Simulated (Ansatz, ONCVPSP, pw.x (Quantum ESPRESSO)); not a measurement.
What a changed setting does to a pw.x run (fcc Si)

Potential: optimised norm-conserving Vanderbilt (ONCV), ONCVPSP 4.0.1.1 (patched build), PBEsol; core [Ne], reference 3s2 3p2; waves: 3s: rc 1.90 bohr, ncon 4, nbas 7, qcut 3.1 1/bohr, 1 projector; 3p: rc 2.15 bohr, ncon 5, nbas 9, qcut 4.2 1/bohr, 2 projectors, debl 1.5 Ha; d scattering state at 0.02 Ha: rc 2.05 bohr, ncon 4, nbas 8, qcut 5.1 1/bohr, 2 projectors, debl 1.7 Ha; local part: polynomial inside 1.35 bohr (lpopt 1, dvloc0 4 Ha); core correction: polynomial model core, fcfact 0.5.

The reference run (k-mesh 15³, cutoffs 75/300 Ry, Fermi–Dirac 0.01 Ry, mixing_beta 0.4, conv_thr 1e-9, no spin) gives 0.02 GPa at 14.001 Å³/atom, where all-electron LAPW gives 0.43 GPa. This run, with its own iteration cap, changes conv_thr to 1.0, a wrong or extreme entry chosen on purpose.

```
&control
  calculation='scf', prefix='x', pseudo_dir='./', outdir='./tmp', tstress=.true., disk_io='none'
/
&system
  ibrav=0, nat=1, ntyp=1, ecutwfc=75, ecutrho=300, nbnd=9,
  occupations='smearing', smearing='fd', degauss=0.01
/
&electrons
  conv_thr=1, mixing_beta=0.4, electron_maxstep=70
/
ATOMIC_SPECIES
Si 1.0 Si.UPF
CELL_PARAMETERS angstrom
  0.00000000 1.91297673 1.91297673
  1.91297673 0.00000000 1.91297673
  1.91297673 1.91297673 0.00000000
ATOMIC_POSITIONS crystal
Si 0.0000 0.0000 0.0000
K_POINTS automatic
15 15 15 0 0 0
```

```bash
pw.x < Si.scf.in > Si.scf.out
```

How does the run end?

It converges in 1 iterations; the free energy moves by +5.1 meV/atom and the pressure by -5.32 GPa. The result is not a property of the crystal.

```
Message from routine setup:
     using ibrav=0 with symmetry is DISCOURAGED, use correct ibrav instead
     lattice parameter (alat)  =       5.1124  a.u.
     unit-cell volume          =      94.4834 (a.u.)^3
     number of electrons       =         4.00
     number of Kohn-Sham states=            9
     kinetic-energy cutoff     =      75.0000  Ry
     charge density cutoff     =     300.0000  Ry
     scf convergence threshold =      1.0E+00
     Exchange-correlation= PBESOL
     number of k points=   120  Fermi-Dirac smearing, width (Ry)=  0.0100
     iteration #  1     ecut=    75.00 Ry     beta= 0.40
     the Fermi energy is    11.1592 ev
!    total energy              =     -10.59679735 Ry
     estimated scf accuracy    <       0.00445465 Ry
     smearing contrib. (-TS)   =      -0.00196015 Ry
     The total energy is F=E-TS. E is the sum of the following terms:
     one-electron contribution =       4.89002650 Ry
     hartree contribution      =       0.02444070 Ry
     xc contribution           =      -5.36300419 Ry
     ewald contribution        =     -10.14630021 Ry
     convergence has been achieved in   1 iterations
          total   stress  (Ry/bohr**3)                   (kbar)     P=      -53.01
     Message from routine punch:
     Nothing written, as per user request (disk_io='none')
```

The run took about 3.6 s on one core of a shared host (Intel(R) Xeon(R) 6975P-C, 192 threads, 1512 GiB, load 50).
